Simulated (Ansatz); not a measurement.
**Response to strain in Be2C**

The parent structure is Be2C (space group Fm-3m, No. 225; a = 4.3106 Å). Axes: x, y, z lie along the cube axes.

Strains are applied to the cell and any free atomic positions relax; under biaxial strain the out-of-plane vector relaxes too.

Method: PBEsol (Ansatz, a program for electronic structure), scalar-relativistic without spin-orbit coupling.

```json
[
 {"biaxial strain, plane normal [111], relaxed out of plane (%)": "-2.08", "out-of-plane strain (%)": "0.59"},
 {"biaxial strain, plane normal [111], relaxed out of plane (%)": "-1.67", "out-of-plane strain (%)": "0.47"},
 {"biaxial strain, plane normal [111], relaxed out of plane (%)": "-1.25", "out-of-plane strain (%)": "0.34"},
 {"biaxial strain, plane normal [111], relaxed out of plane (%)": "-0.83", "out-of-plane strain (%)": "0.23"},
 {"biaxial strain, plane normal [111], relaxed out of plane (%)": "-0.42", "out-of-plane strain (%)": "?"},
 {"biaxial strain, plane normal [111], relaxed out of plane (%)": "0", "out-of-plane strain (%)": "0.00"}
]
```

Fit ε⊥ = −νε + γε² (strains in %) to the rows shown and predict the withheld row.

Least squares on the printed values gives ν = 0.27 (the biaxial Poisson response) and γ = 0.009 (largest residual 0.01 %); this predicts 0.11 %, and the run gives 0.12 %, in agreement.

Stability against distortions was not tested.
